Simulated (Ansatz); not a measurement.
Theory: Ansatz 0.2.0, DFT PBE, scalar-relativistic, plane waves, PAW. Settings: cutoff 420 eV, Γ-centred meshes spaced at most about 0.3 Å⁻¹, and about 0.25 Å⁻¹ or finer for metals (2π included), Gaussian smearing. No spin polarisation in the final relaxations.

All energies are static (0 K, no zero-point motion). All come from trial cells, and lower structures may exist.

Task: Order these relaxed structures of Ge by energy, lowest first, with the energy over the lowest of them.
A.

```cif
data_structure
_symmetry_space_group_name_H-M 'Cmcm'
_symmetry_Int_Tables_number 63
_cell_length_a 6.9231
_cell_length_b 7.1430
_cell_length_c 3.7384
_cell_angle_alpha 90.000
_cell_angle_beta 90.000
_cell_angle_gamma 90.000
_cell_volume 184.87
loop_
_atom_site_label
_atom_site_type_symbol
_atom_site_symmetry_multiplicity
_atom_site_Wyckoff_symbol
_atom_site_fract_x
_atom_site_fract_y
_atom_site_fract_z
_atom_site_occupancy
Ge1 Ge 8 g 0.31754 0.85850 0.25000 1
```

B.

```cif
data_structure
_symmetry_space_group_name_H-M 'P6/mmm'
_symmetry_Int_Tables_number 191
_cell_length_a 2.8789
_cell_length_b 2.8789
_cell_length_c 2.6933
_cell_angle_alpha 90.000
_cell_angle_beta 90.000
_cell_angle_gamma 120.000
_cell_volume 19.33
loop_
_atom_site_label
_atom_site_type_symbol
_atom_site_symmetry_multiplicity
_atom_site_Wyckoff_symbol
_atom_site_fract_x
_atom_site_fract_y
_atom_site_fract_z
_atom_site_occupancy
Ge1 Ge 1 a 0.00000 0.00000 0.00000 1
```

Result: B (0 meV/atom), A (39 meV/atom). Forms: B simple hexagonal type, P6/mmm; A Cmcm. Counting all near atoms (those within 1.25 times the shortest such distance or 1.15 times the sum of covalent radii): B has Ge 8; A has Ge 5.

With atoms moved at random, Cmcm came back. Other cells relaxed within their symmetry can be saddle points. The part of the Crystallography Open Database at hand lists Ge in space groups No. 64, 96, 227; no cell shown has one of them. Some candidate types were left out of the draw beforehand, so a known form may be missing.
